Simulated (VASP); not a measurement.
Crystal: NaH.

```
Na H
1.0
     0.00000    2.44000    2.44000
     2.44000    0.00000    2.44000
     2.44000    2.44000    0.00000
Na H
1 1
Cartesian
  0.0000 0.0000 0.0000
  2.4400 2.4400 2.4400
```

Base run:

| Item | Value |
| --- | --- |
| Program | VASP 6.6.1 |
| Functional | HSE06 |
| Potentials or basis | VASP PAW PBE potentials, release 64 (Na_pv, H) |
| Cutoff | 520 eV |
| k mesh | 6 × 6 × 6 |
| Occupations | gaussian, width 0.02 eV |
| Spin | no spin polarisation |

Its results: band gap on the k mesh 4.81 eV, indirect (least direct gap 5.70 eV); pressure -1.0 GPa.

Problem. The run is repeated on the same cell with these changes: functional from HSE06 to HSE03. What comes out?

Solution. Band gap on the k mesh 4.57 eV, indirect (least direct gap 5.43 eV); pressure -1.0 GPa.

Caveats: the PAW data sets were made with another functional, which shifts forces and pressure a little.

A k mesh can miss the band edges.
